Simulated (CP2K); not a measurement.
P, a slab with vacuum:

```
CELL_PARAMETERS angstrom
3.28373 0.00000 0.00000
0.00000 34.85703 0.00000
0.00000 0.00000 4.63208
ATOMIC_POSITIONS crystal
P 0.50000 0.97026 0.90785
P 0.50000 0.02974 0.09215
P 0.00000 0.02974 0.40785
P 0.00000 0.97026 0.59215
```

The slab is cut from a database's or a generator's crystal, which needn't be the stable form of the element.

Base run:

| Property | Result |
| --- | --- |
| Program | CP2K 2026.2 |
| Functional | r2SCAN |
| Potentials or basis | POTENTIAL_UZH P GTH-SCAN-q5; TZVP-MOLOPT-SCAN-GTH basis |
| Density cutoff | 9184 eV |
| k mesh | 8 × 1 × 6 |
| Occupations | fermi-dirac, width 0.1 eV |
| Spin | no spin polarisation |

Its results: band gap on the k mesh 1.07 eV, direct; largest force 0.195 eV/Å.

Question: The run is repeated on the same cell with these changes: functional from r2SCAN to TASK. What comes out?

Answer: Band gap on the k mesh 1.17 eV, direct; largest force 0.315 eV/Å.

Caveats: meta-GGAs are noisy in the vacuum on a uniform grid, which can shift empty levels and the work function; the basis of atomic orbitals isn't converged, which shifts pressures, moduli and gaps; the potentials were made for another functional, which shifts forces and pressure (some runs).
